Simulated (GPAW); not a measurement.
Crystal: Au.

```
CELL_PARAMETERS angstrom
1.41131 -2.55593 0.00000
1.41131 2.55593 0.00000
0.00000 0.00000 4.89317
ATOMIC_POSITIONS crystal
Au 0.33467 0.66533 0.25000
Au 0.66533 0.33467 0.75000
```

This isn't the form of Au at room conditions, which is fcc.

Base run:

| Quantity | Value |
| --- | --- |
| Program | GPAW 26.7.0 |
| Functional | PBEsol |
| Potentials or basis | PAW data sets generated in the run's folder for this functional |
| Cutoff | 600 eV |
| Basis | pw |
| k mesh | 9 × 9 × 5 |
| Occupations | fermi-dirac, width 0.05 eV |
| Spin | no spin polarisation |

Its results: pressure -3.0 GPa; largest force 0.022 eV/Å.

**Question.** The run is repeated on the same cell with these changes: functional from PBEsol to LDA; potentials or basis from PAW data sets generated in the run's folder for this functional to the program's PAW data sets (release 1.2.1) made for this functional. What comes out?

**Answer.** Pressure -7.1 GPa; largest force 0.016 eV/Å.

Caveats: with this Au data set, volumes or pressures lay over 1.5 % or 2 GPa off other programs in two to four cells of ten.

Not every run made on this cell is shown here.
